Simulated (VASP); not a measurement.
The system is Sc.

```xyz
1
Lattice="3.1961 0.0000 0.0000 1.5981 2.7679 0.0000 1.5981 0.9226 2.6096" Properties=species:S:1:pos:R:3 pbc="T T T"
Sc    0.0000    0.0000    0.0000
```

This isn't the form of Sc at room conditions, which is hcp.

| Property | Result |
| --- | --- |
| Program | VASP 6.6.1 |
| Task | relaxation of cell and atoms |
| Functional | PBE |
| Potentials or basis | VASP PAW PBE potentials, release 64 (Sc_sv_GW) |
| Cutoff | 680 eV |
| k mesh | 10 × 10 × 10 |
| Occupations | methfessel-paxton, width 0.2 eV |
| Spin | collinear spin, ferromagnetic start |
| Starting moments | [0.5] μB |
| Hubbard terms | Sc d U = 2 eV, J = 0.5 eV |

At the start: pressure 5.4 GPa; volume 23.09 Å³/atom.

Question: How do energy, volume and symmetry change on relaxing?

Answer: Over 3 steps the energy falls by 33.8 meV/atom and the volume is 25.19 Å³/atom (+9.1 %); space group Fm-3m (No. 225, to 0.05 Å); moment 0.00 μB per cell.

The path:
```
step  energy change (eV)  largest force (eV/Å)  pressure (GPa)  volume (Å³)
   1              0.0000                0.0000            5.43        23.09
   2             -0.0314                0.0000           -1.27        25.80
   3             -0.0338                0.0000            0.01        25.19
```

Final structure:
```
Sc
1.0
     3.29030    0.00000    0.00000
     1.64515    2.84948    0.00000
     1.64515    0.94983    2.68652
Sc
1
Direct
  0.00000 0.00000 0.00000
```

Caveat: the U is typed as a test and isn't derived for this compound.
